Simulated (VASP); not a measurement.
# GaSb (F-43m) in VASP: a series of runs

One crystal, GaSb, is run at these levels: LDA; tasks: relaxation of cell and atoms.

Everything below comes from runs of VASP 6.6.1. Logs are shortened: lines on timing, memory, paths and dates and some standing lists are left out, and cuts for length are marked.

## Step 1: The structure

Symmetry: F-43m, No. 216, cubic system. Conventional cell: a = 6.118 Å, b = 6.118 Å, c = 6.118 Å, α = 90.00°, β = 90.00°, γ = 90.00°. Ga (site symmetry -43m) has 4 Sb at 2.65 Å as nearest neighbours. Sb (site symmetry -43m) has 4 Ga at 2.65 Å as nearest neighbours.

## Step 2: Relaxation of cell and atoms, LDA

File INCAR:

```
SYSTEM = GaSb
PREC = Accurate
ENCUT = 520
EDIFF = 1E-7
ISMEAR = 0
SIGMA = 0.02
LREAL = .False.
LASPH = .True.
NELM = 100
ALGO = Fast
ISIF = 3
LWAVE = .False.
LCHARG = .False.
IBRION = 2
NSW = 80
EDIFFG = -0.002
```

File KPOINTS:

```
regular mesh
0
Gamma
  10 10 10
  0 0 0
```

File POSCAR:

```
GaSb
1.0
    0.0000000000      3.0590000000      3.0590000000
    3.0590000000      0.0000000000      3.0590000000
    3.0590000000      3.0590000000      0.0000000000
Ga Sb
1 1
Direct
    0.0000000000      0.0000000000      0.0000000000
    0.2500000000      0.2500000000      0.2500000000
```

Potentials or basis: VASP PAW LDA potentials, release 64 (Ga_d, Sb).

Command:

```sh
> cat potpaw_LDA.64/Ga_d/POTCAR potpaw_LDA.64/Sb/POTCAR > POTCAR
> mpirun -np 1 vasp_std > vasp.out
```

OUTCAR:

```text
SYSTEM = GaSb
   PREC = Accurate
   ENCUT = 520
   EDIFF = 1E-7
   ISMEAR = 0
   LREAL = .False.
   LASPH = .True.
   NELM = 100
   ISIF = 3
   IBRION = 2
   NSW = 80
   EDIFFG = -0.002

 ion  position               nearest neighbor table
   1  0.000  0.000  0.000-   2 2.65   2 2.65   2 2.65   2 2.65
   2  0.250  0.250  0.250-   1 2.65   1 2.65   1 2.65   1 2.65

  LATTYP: Found a face centered cubic cell.
 ALAT       =     6.1180000000

  Lattice vectors:

 A1 = (   0.0000000000,   3.0590000000,   3.0590000000)
 A2 = (   3.0590000000,   0.0000000000,   3.0590000000)
 A3 = (   3.0590000000,   3.0590000000,   0.0000000000)

Analysis of symmetry for initial positions (statically):
=====================================================================
 Subroutine PRICEL returns:
 Original cell was already a primitive cell.

 Routine SETGRP: Setting up the symmetry group for a
 face centered cubic supercell.

 Subroutine GETGRP returns: Found 24 space group operations
 (whereof 24 operations were pure point group operations)
 out of a pool of 48 trial point group operations.

The static configuration has the point symmetry T_d .

Analysis of symmetry for dynamics (positions and initial velocities):
=====================================================================
 Subroutine PRICEL returns:
 Original cell was already a primitive cell.

 Routine SETGRP: Setting up the symmetry group for a
 face centered cubic supercell.

 Subroutine GETGRP returns: Found 24 space group operations
 (whereof 24 operations were pure point group operations)
 out of a pool of 48 trial point group operations.

The dynamic configuration has the point symmetry T_d .

 Subroutine INISYM returns: Found 24 space group operations
 (whereof 24 operations are pure point group operations),
 and found     1 'primitive' translations

----------------------------------------------------------------------------------------

                                     Primitive cell

  volume of cell :      57.2491

  direct lattice vectors                    reciprocal lattice vectors
     0.000000000  3.059000000  3.059000000    -0.163452109  0.163452109  0.163452109
     3.059000000  0.000000000  3.059000000     0.163452109 -0.163452109  0.163452109
     3.059000000  3.059000000  0.000000000     0.163452109  0.163452109 -0.163452109

  length of vectors
     4.326079287  4.326079287  4.326079287     0.283107357  0.283107357  0.283107357

  position of ions in fractional coordinates (direct lattice)
     0.000000000  0.000000000  0.000000000
     0.250000000  0.250000000  0.250000000

  ion indices of the primitive-cell ions
[... 101 lines left out ...]
   LHFCALC =     F    Hartree Fock is set to
   AEXX    =    0.0000 exact exchange contribution
   IVDW    =     0    specifies the selected vdW correction
   LEPSILON=     F    determine dielectric tensor
   LRPA    =     F    only Hartree local field effects (RPA)
 conjugate gradient relaxation of ions
 non-spin polarized calculation
 RMM-DIIS sequential band-by-band and
 Gauss-broadening in eV      SIGMA  =   0.02
  energy-cutoff  :      520.00
  volume of cell :       57.25
 maximum number of plane-waves:      1572
   NGX = 17   NGY = 17   NGZ = 17

--------------------------------------- Ionic step        1  -------------------------------------------

 number of electron      17.9999986 magnetization

 Free energy of the ion-electron system (eV)
  ---------------------------------------------------
  ext. energy  EPLUGINS =         0.00000000
  ---------------------------------------------------
  free energy    TOTEN  =        -8.66368351 eV

  energy without entropy =       -8.66365266  energy(sigma->0) =       -8.66366809

------------------------ aborting loop because EDIFF is reached ----------------------------------------

  FORCE on cell =-STRESS in cart. coord.  units (eV):
  Direction    XX          YY          ZZ          XY          YZ          ZX
  --------------------------------------------------------------------------------------
  -------------------------------------------------------------------------------------
  Total       -0.5626351     -0.5626351     -0.5626351     -0.0000000      0.0000000      0.0000000
  in kB      -15.7459542    -15.7459542    -15.7459542     -0.0000000      0.0000000      0.0000000
  external PRESSURE =     -15.7459542 kB  Pullay stress =       0.0000000 kB
[... 239 lines left out ...]
--------------------------------------- Ionic step        8  -------------------------------------------

 number of electron      17.9999988 magnetization

 Free energy of the ion-electron system (eV)
  ---------------------------------------------------
  ext. energy  EPLUGINS =         0.00000000
  ---------------------------------------------------
  free energy    TOTEN  =        -8.67233428 eV

  energy without entropy =       -8.67233414  energy(sigma->0) =       -8.67233421

 E-fermi :   5.0494     XC(G=0):  -9.5294

 val. band max:        4.9998056346   @ k =   0.0000   0.0000   0.0000
 cond. band min:       5.0947243130   @ k =   0.0000   0.0000   0.0000
 fundamental gap:      0.0949186784
 Fermi energy:         5.0494133830

 k-point     1 :       0.0000    0.0000    0.0000
  band No.  band energies     occupation
      1     -10.2082      2.00000
      2     -10.2082      2.00000
      3     -10.2082      2.00000
      4     -10.1541      2.00000
      5     -10.1541      2.00000
      6      -6.7338      2.00000
      7       4.9998      1.99955
      8       4.9998      1.99955
      9       4.9998      1.99955
     10       5.0947      0.00136
     11       7.7407      0.00000
     12       7.7407      0.00000
     13       7.7407      0.00000
[... 354 lines left out ...]
  band No.  band energies     occupation
      1     -10.2480      2.00000
      2     -10.1878      2.00000
      3     -10.1872      2.00000
      4     -10.1636      2.00000
      5     -10.1511      2.00000
      6      -5.0604      2.00000
      7      -0.7068      2.00000
      8       2.3886      2.00000
      9       2.7214      2.00000
     10       6.1393      0.00000
     11       7.2089      0.00000
     12      11.2225      0.00000
     13      11.7424      0.00000

 [... further k-points ...]

------------------------ aborting loop because EDIFF is reached ----------------------------------------

  FORCE on cell =-STRESS in cart. coord.  units (eV):
  Direction    XX          YY          ZZ          XY          YZ          ZX
  --------------------------------------------------------------------------------------
  -------------------------------------------------------------------------------------
  Total        0.0000049      0.0000049      0.0000049      0.0000000     -0.0000000      0.0000000
  in kB        0.0001404      0.0001404      0.0001404      0.0000000     -0.0000000      0.0000000
  external PRESSURE =       0.0001404 kB  Pullay stress =       0.0000000 kB
[... 17 lines left out ...]
  FREE ENERGIE OF THE ION-ELECTRON SYSTEM (eV)
  ---------------------------------------------------
  free  energy   TOTEN  =        -8.6723342817 eV

  energy  without entropy=       -8.6723341430  energy(sigma->0) =       -8.67233421

 reached required accuracy - stopping structural energy minimisation
```

Wall time 83 s (1 thread of Intel Xeon Platinum 8488C (Sapphire Rapids), shared host); peak memory 0.19 GiB.

Results:

| Item | Value |
| --- | --- |
| Free energy | -8.6723 eV |
| Relaxed volume | 27.76 Å³/atom |
| Relaxed cell | a = 4.282 Å, b = 4.282 Å, c = 4.282 Å, α = 60.00°, β = 60.00°, γ = 60.00° |
| Space group after relaxing (to 0.05 Å) | F-43m (No. 216) |
| Energy gained by relaxing | 4.3 meV/atom |
| Ionic steps | 8 |
| Pressure after relaxing | 0.0 GPa |
| Band gap on the k mesh | 0.09 eV, direct |

Step by step:
```csv
step,energy change (eV),largest force (eV/Å),pressure (GPa),volume (Å³)
1,0.0000,0.0000,-1.57,57.25
2,-0.0076,0.0000,0.58,54.95
3,-0.0087,0.0000,-0.01,55.53
4,-0.0086,0.0000,0.06,55.49
5,-0.0086,0.0000,-0.06,55.57
6,-0.0087,0.0000,0.01,55.52
7,-0.0087,0.0000,-0.02,55.53
8,-0.0087,0.0000,0.00,55.52
```

Final structure:
```cif
data_structure
_symmetry_space_group_name_H-M 'P 1'
_symmetry_Int_Tables_number 1
_cell_length_a 4.2821
_cell_length_b 4.2821
_cell_length_c 4.2821
_cell_angle_alpha 60.000
_cell_angle_beta 60.000
_cell_angle_gamma 60.000
_cell_volume 55.52
loop_
_atom_site_label
_atom_site_type_symbol
_atom_site_fract_x
_atom_site_fract_y
_atom_site_fract_z
_atom_site_occupancy
Ga1 Ga 0.00000 0.00000 0.00000 1
Sb1 Sb 0.25000 0.25000 0.25000 1
```

Levels at points of the mesh, in eV from the valence-band top:
```tsv
k point	band 7	band 8	band 9	band 10	band 11	band 12
(0.00, 0.00, 0.00)	0.00	0.00	0.00	0.09	2.74	2.74
(0.50, 0.00, 0.00)	-6.56	-1.20	-1.20	0.36	3.71	3.71
(0.50, 0.50, 0.00)	-6.99	-2.68	-2.68	0.80	1.11	8.77
```

Caveat: spin-orbit coupling is left out, which moves the levels of the heavy elements.

## Step 3: Relaxation of cell and atoms, LDA

This run uses another cell than the first one, of 27.76 Å³/atom, 0.970 times its volume.

INCAR is that of step 2.

KPOINTS is that of step 2.

File POSCAR:

```
GaSb                                    
1.0
   -0.0000000000      3.0278798983      3.0278798983
    3.0278798983      0.0000000000      3.0278798983
    3.0278798983      3.0278798983      0.0000000000
  Ga              Sb            
     1     1
Direct
     0.0000000000000000    0.0000000000000000    0.0000000000000000
     0.2500000000000000    0.2500000000000000    0.2500000000000000
```

Potentials or basis: VASP PAW LDA potentials, release 64 (Ga_d, Sb).

Command:

```sh
> cat potpaw_LDA.64/Ga_d/POTCAR potpaw_LDA.64/Sb/POTCAR > POTCAR
> mpirun -np 1 vasp_std > vasp.out
```

Wall time 44 s (1 thread of Intel Xeon Platinum 8488C (Sapphire Rapids), shared host); peak memory 0.18 GiB.

The run converged. Its results:

```yaml
Free_energy: -8.6723 eV
Relaxed_volume: 27.75 Å³/atom
Relaxed_cell: a = 4.282 Å, b = 4.282 Å, c = 4.282 Å, α = 60.00°, β = 60.00°, γ = 60.00°
Space_group_after_relaxing_to_0.05_Å: F-43m (No. 216)
Energy_gained_by_relaxing: 0.0 meV/atom
Ionic_steps: 5
Pressure_after_relaxing: 0.0 GPa
Band_gap_on_the_k_mesh: 0.10 eV, direct
```

Final structure:
```
CELL_PARAMETERS angstrom
0.00000 3.02763 3.02763
3.02763 0.00000 3.02763
3.02763 3.02763 0.00000
ATOMIC_POSITIONS crystal
Ga 0.00000 0.00000 0.00000
Sb 0.25000 0.25000 0.25000
```

Levels at points of the mesh, in eV from the valence-band top:
| k point | band 5 | band 6 | band 7 | band 8 | band 9 | band 10 | band 11 | band 12 | band 13 |
| --- | --- | --- | --- | --- | --- | --- | --- | --- | --- |
| (0.00, 0.00, 0.00) | -15.15 | -11.74 | 0.00 | 0.00 | 0.00 | 0.10 | 2.74 | 2.74 | 2.74 |
| (0.50, 0.00, 0.00) | -15.15 | -10.03 | -6.56 | -1.20 | -1.20 | 0.36 | 3.71 | 3.71 | 6.29 |
| (0.50, 0.50, 0.00) | -15.15 | -9.16 | -6.99 | -2.69 | -2.69 | 0.80 | 1.11 | 8.78 | 8.78 |

Caveat: spin-orbit coupling is left out, which moves the levels of the heavy elements.
